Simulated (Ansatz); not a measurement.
# BaF2 (Frankdicksonite): further runs on the relaxed cell

The task, for BaF2 (Frankdicksonite): fit an equation of state.

Computed with Ansatz 0.2.0 (DFT PBE, scalar-relativistic, plane waves, PAW, unless a step's input says otherwise).

1 further run of the same task is left out (set aside as unsound or not needed).

### Step 1. The system as given

Symmetry: Fm-3m, No. 225, cubic system. The conventional cell has a = 6.246 Å, b = 6.246 Å, c = 6.246 Å, α = 90.00°, β = 90.00°, γ = 90.00°. Ba (site symmetry m-3m) is surrounded by 8 F at 2.70 Å. F (site symmetry -43m) has 4 Ba at 2.70 Å as nearest neighbours.

Structure file:

```
Ba F
1.0
     0.00000    3.12300    3.12300
     3.12300    0.00000    3.12300
     3.12300    3.12300    0.00000
Ba F
1 2
Direct
  0.00000 0.00000 0.00000
  0.25000 0.25000 0.25000
  0.75000 0.75000 0.75000
```

It is the result of an earlier relaxation at this level (volume 20.31 Å³/atom; gap on the mesh: 6.75 eV).

### Step 2. The cell scaled to 0.97 of its volume

input.yaml reads:

```yaml
crystal:
  lattice:
    - [0.0, 3.0914533335, 3.0914533335]
    - [3.0914533335, 0.0, 3.0914533335]
    - [3.0914533335, 3.0914533335, 0.0]
  atoms:
    - { symbol: Ba, position: [0.0, 0.0, 0.0] }
    - { symbol: F, position: [0.25, 0.25, 0.25] }
    - { symbol: F, position: [0.75, 0.75, 0.75] }
basis:
  ecutwfc: 420
kpoints:
  mp_grid: { grid: [6, 6, 6] }
hamiltonian:
  xc: pbe
scf:
  occupations: { method: gaussian, width: 0.02 }
output:
  forces: true
  stress: true
  eigenvalues: true
```

The run is started by

```console
$ ansatz run input.yaml --threads 1 --pin off --max-ram 2560MiB --backend cpu --events-out ev --progress --plain --runs-dir out
```

### Step 3. Point at V/V0 = 1.03

input.yaml: that of step 2 with these lines changed.

```diff
@@ -2,5 +2,5 @@
   lattice:
-    - [0.0, 3.0914533335, 3.0914533335]
-    - [3.0914533335, 0.0, 3.0914533335]
-    - [3.0914533335, 3.0914533335, 0.0]
+    - [0.0, 3.1539237672, 3.1539237672]
+    - [3.1539237672, 0.0, 3.1539237672]
+    - [3.1539237672, 3.1539237672, 0.0]
   atoms:
@@ -21 +21,5 @@
   eigenvalues: true
+  write_density: true
+  write_potential: true
+  elf: true
+  volumetric_format: npy
```

### Step 4. The cell scaled to 0.94 of its volume

input.yaml reads:

```yaml
crystal:
  lattice:
    - [0.0, 3.0592483526, 3.0592483526]
    - [3.0592483526, 0.0, 3.0592483526]
    - [3.0592483526, 3.0592483526, 0.0]
  atoms:
    - { symbol: Ba, position: [0.0, 0.0, 0.0] }
    - { symbol: F, position: [0.25, 0.25, 0.25] }
    - { symbol: F, position: [0.75, 0.75, 0.75] }
basis:
  ecutwfc: 420
kpoints:
  mp_grid: { grid: [6, 6, 6] }
hamiltonian:
  xc: pbe
scf:
  occupations: { method: gaussian, width: 0.02 }
output:
  forces: true
  stress: true
  eigenvalues: true
```

### Step 5. The cell scaled to 1.06 of its volume

input.yaml: that of step 4 with these lines changed.

```diff
@@ -2,5 +2,5 @@
   lattice:
-    - [0.0, 3.0592483526, 3.0592483526]
-    - [3.0592483526, 0.0, 3.0592483526]
-    - [3.0592483526, 3.0592483526, 0.0]
+    - [0.0, 3.1842518177, 3.1842518177]
+    - [3.1842518177, 0.0, 3.1842518177]
+    - [3.1842518177, 3.1842518177, 0.0]
   atoms:
```

### Step 6. The cell scaled to 0.91 of its volume

input.yaml: that of step 5 with these lines changed.

```diff
@@ -2,5 +2,5 @@
   lattice:
-    - [0.0, 3.1842518177, 3.1842518177]
-    - [3.1842518177, 0.0, 3.1842518177]
-    - [3.1842518177, 3.1842518177, 0.0]
+    - [0.0, 3.0263506594, 3.0263506594]
+    - [3.0263506594, 0.0, 3.0263506594]
+    - [3.0263506594, 3.0263506594, 0.0]
   atoms:
```

### Step 7. The cell scaled to 1.10 of its volume

input.yaml: that of step 6 with these lines changed.

```diff
@@ -2,5 +2,5 @@
   lattice:
-    - [0.0, 3.0263506594, 3.0263506594]
-    - [3.0263506594, 0.0, 3.0263506594]
-    - [3.0263506594, 3.0263506594, 0.0]
+    - [0.0, 3.223811786, 3.223811786]
+    - [3.223811786, 0.0, 3.223811786]
+    - [3.223811786, 3.223811786, 0.0]
   atoms:
@@ -21 +21,5 @@
   eigenvalues: true
+  write_density: true
+  write_potential: true
+  elf: true
+  volumetric_format: npy
```

### Step 8. Point at V/V0 = 0.88

input.yaml reads:

```yaml
crystal:
  lattice:
    - [0.0, 2.9927217575, 2.9927217575]
    - [2.9927217575, 0.0, 2.9927217575]
    - [2.9927217575, 2.9927217575, 0.0]
  atoms:
    - { symbol: Ba, position: [0.0, 0.0, 0.0] }
    - { symbol: F, position: [0.25, 0.25, 0.25] }
    - { symbol: F, position: [0.75, 0.75, 0.75] }
basis:
  ecutwfc: 420
kpoints:
  mp_grid: { grid: [6, 6, 6] }
hamiltonian:
  xc: pbe
scf:
  occupations: { method: gaussian, width: 0.02 }
output:
  forces: true
  stress: true
  eigenvalues: true
```

(Steps that only read results are left out.)

Q: Predict the outcome of this session. Wanted: equilibrium volume of the fit; bulk modulus.

As calculated:

| quantity | value |
| --- | --- |
| equilibrium volume of the fit | 20.31 Å³/atom |
| bulk modulus | 54 GPa |
| its pressure derivative | 4.7 |

The fit puts the minimum at 20.31 Å³/atom with B = 54 GPa and B' = 4.7. The gap on the mesh goes from 7.33 eV at the smallest volume to 6.31 eV at the largest.
